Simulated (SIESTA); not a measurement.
Crystal: CdSe (Cadmoselite).

```xyz
4
Lattice="4.3000 0.0000 0.0000 -2.1500 3.7239 0.0000 0.0000 0.0000 7.0200" Properties=species:S:1:pos:R:3 pbc="T T T"
Cd    2.1500    1.2413    3.5100
Cd    0.0000    2.4826    0.0000
Se    2.1500    1.2413    6.2127
Se    0.0000    2.4826    2.7027
```

Base run:

```yaml
Program: SIESTA 5.4.2
Functional: BP86
Potentials_or_basis: PseudoDojo 0.4 standard (PBE files)
Basis: DZP (energy shift 0.002 Ry)
Grid_cutoff: 800 Ry
Energy_shift: 0.002 Ry
k_mesh: 7 × 7 × 4
Occupations: fermi-dirac, width 0.05 eV
Spin: no spin polarisation
```

Its results: band gap on the k mesh 0.91 eV, direct; pressure 3.9 GPa; largest force 0.336 eV/Å.

Q: The run is repeated on the same cell with these changes: functional from BP86 to revPBE. What comes out?

A: Band gap on the k mesh 1.07 eV, direct; pressure 5.5 GPa; largest force 0.341 eV/Å.

Caveats: semicore shells carry a single zeta, which can move pressures by several GPa and volumes by a few percent; the potentials were made for another functional, which shifts forces and pressure; the basis of atomic orbitals isn't converged, which shifts pressures, moduli and gaps.

Not every run made on this cell is shown here.
